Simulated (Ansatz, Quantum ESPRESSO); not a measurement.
This is a calculation of Mg for Quantum ESPRESSO 7.5. Atoms were shifted at random by some hundredths of an Å from the given cell, which wasn't relaxed again for these runs. 

Contents of pw.in:

```
&CONTROL
  calculation = 'scf'
  prefix = 'pwscf'
  outdir = './tmp'
  pseudo_dir = './pseudo'
  tprnfor = .true.
  tstress = .true.
  disk_io = 'nowf'
/
&SYSTEM
  ibrav = 0
  nat = 4
  ntyp = 1
  ecutwfc = 45
  ecutrho = 360
  nbnd = 28
  occupations = 'smearing'
  smearing = 'fd'
  degauss = 0.00367493
/
&ELECTRONS
  conv_thr = 8d-10
  electron_maxstep = 120
  mixing_beta = 0.5
/
ATOMIC_SPECIES
Mg    24.3050 mg_pbesol_v1.4.uspp.F.UPF
CELL_PARAMETERS angstrom
   3.1768261656    0.0000000000    0.0000000000
  -1.5884130828    2.7512121628    0.0000000000
   0.0000000000    0.0000000000   10.3188620100
ATOMIC_POSITIONS crystal
Mg     0.6626000000    0.3256080000    0.7473920000
Mg    -0.0059090000   -0.0164410000    0.5014690000
Mg     0.3241570000    0.6757900000    0.2561080000
Mg    -0.0182520000   -0.0028680000    0.0003590000
K_POINTS automatic
10 10 3 0 0 0
```

Potentials or basis: GBRV 1.5 PBEsol.

Launch:

```console
$ OMP_NUM_THREADS=1 mpirun -n 2 pw.x -nk 2 -in pw.in > pw.out
```

Problem. What does the same run look like in Ansatz 0.2.0? Potentials or basis there: Ansatz PAW, cutoff 420 eV.

Solution. As run (cutoffs and basis follow the program's own potentials, and thresholds, step limits or extra output files can differ):

Contents of input.yaml:

```yaml
crystal:
  lattice:
    - [3.1768261656, 0.0, 0.0]
    - [-1.5884130828, 2.7512121628, 0.0]
    - [0.0, 0.0, 10.31886201]
  atoms:
    - { symbol: Mg, position: [0.6626, 0.325608, 0.747392] }
    - { symbol: Mg, position: [-0.005909, -0.016441, 0.501469] }
    - { symbol: Mg, position: [0.324157, 0.67579, 0.256108] }
    - { symbol: Mg, position: [-0.018252, -0.002868, 0.000359] }
hamiltonian:
  xc: pbesol
  pseudopotentials: { kind: paw }
kpoints:
  mp_grid: { grid: [10, 10, 3] }
scf:
  occupations: { method: fermi_dirac, width: 0.05 }
output:
  forces: true
  stress: true
  eigenvalues: true
```

Potentials or basis: Ansatz PAW.

Run with:

```bash
$ ansatz run input.yaml --threads 2 --pin off --max-ram 5632MiB --backend cpu --events-out ev --progress --plain --runs-dir out
```

Both were run:

|  | Quantum ESPRESSO | Ansatz |
| --- | --- | --- |
| Pressure | 0.1 GPa | 0.2 GPa |
| Largest force | 0.176 eV/Å | 0.176 eV/Å |
| Energy over the undisturbed cell | 2.3 meV/atom | 2.3 meV/atom |

Ansatz's pressure holds a Pulay term of +0.00 GPa for its cutoff of 420 eV, which the other run lacks.

Ansatz's potentials were made for PBE.

Where Ansatz's input types no cutoff or centring, it takes its own default and a Γ-centred mesh.

Pressure is positive in compression.
